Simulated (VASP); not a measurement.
Runs of VASP 6.6.1 on C. The structure is cubic, space group Fd-3m (No. 227). Conventional cell: a = 3.555 Å, b = 3.555 Å, c = 3.555 Å, α = 90.00°, β = 90.00°, γ = 90.00°. C (site symmetry -43m) has 4 C at 1.54 Å as nearest neighbours. This isn't the form of C at room conditions, which is graphite.

```tsv
task	level	cell	k mesh	cutoff (eV)	grid for exact exchange (PRECFOCK)	exchange at q = 0	share of exact exchange	screening parameter	gap on the mesh (eV)	pressure (GPa)
relaxation of cell and atoms	PBEsol	relaxed	14 × 14 × 14	600	-	-	-	-	(a)	0.0
band structure	PBE-EpsX	as given	8 × 8 × 8	520	Fast	truncated	0.1714	-	(c)	0.1
band structure	PBE	as given	8 × 8 × 8	520	Fast	-	-	-	(b)	7.0
band structure	HSE06	as given	8 × 8 × 8	520	Fast	-	-	0.2 1/A	5.32	-2.8
band structure	PBE0	as given	8 × 8 × 8	520	Fast	truncated	-	-	6.05	-2.9
```

Alike in all rows: potentials or basis VASP PAW PBE potentials, release 64 (C); no spin polarisation; smearing gaussian 0.03 eV.

Problem. Fill in the values left out.

Solution. (a) 4.03; (b) 4.15; (c) 5.45.

Caveats: the PAW data sets were made with another functional, which shifts forces and pressure a little (some runs); the relaxation stopped at its first step, so nothing moved (some runs).

A k mesh can miss the band edges.
